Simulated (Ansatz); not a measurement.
**Strain and the gap of LiCl (CsCl type)**

LiCl built on the CsCl prototype, relaxed with r2SCAN in Ansatz. It is cubic, Pm-3m (No. 221); conventional cell a = 3.271 Å, 17.50 Å³ an atom. Li is surrounded by 8 Cl at 2.83 Å; Cl is surrounded by 8 Li at 2.83 Å.

The axes x, y and z are those of this cell:
```
CELL_PARAMETERS angstrom
3.27112 0.00000 0.00000
0.00000 3.27112 0.00000
0.00000 0.00000 3.27112
ATOMIC_POSITIONS crystal
Li 0.00000 0.00000 0.00000
Cl 0.50000 0.50000 0.50000
```

Unstrained: The PBE gap is indirect, 4.420 eV (M to Γ), below the direct gap of 5.190 eV at M. The r2SCAN gap is indirect, 5.250 eV (M to Γ), below the direct gap of 5.817 eV at M. With HSE06 the valence top lies at M and the conduction bottom at Γ, 5.680 eV higher; the smallest vertical gap, at M, is 6.421 eV. Meshes: PBE 8×8×8, r2SCAN 8×8×8, HSE06 6×6×6. Strains are changes of length per length, and xy shears are angles. After each strain the atoms were relaxed again with r2SCAN within the symmetry that the strain leaves, so tilts or polar shifts that break it weren't tested; points keep the names that they have in the unstrained zone. No spin polarisation and no zero-point or thermal motion; the cell was built from a prototype and may be hypothetical.

Changes of the least gap in eV (an overlap counts as a negative gap):
```
                                      strain  volume change (%)  space group     PBE  r2SCAN   HSE06  energy rise, r2SCAN (meV/atom)
                    uniaxial -3.11 % along x               -3.1       P4/mmm  -0.067  -0.068  -0.063                             6.8
xy shear, engineering strain (angle) +3.89 %                0.0         Cmmm  +0.010  +0.010  +0.011                            -1.4
```

Uniaxial -3.11 % along x, other directions held. HSE06: the gap goes from 5.680 to 5.617 eV (-0.063 eV). Stress change with r2SCAN, compression positive: xx +4.16, yy -0.29, zz -0.29 GPa.

Xy shear, engineering strain (angle) +3.89 %. HSE06: the gap goes from 5.680 to 5.691 eV (+0.011 eV). Stress change with r2SCAN, compression positive: xx +0.02, yy +0.02, zz +0.01, xy +0.67 GPa.

The meshes of the hybrids are coarse, so their gaps aren't converged to the digits shown.
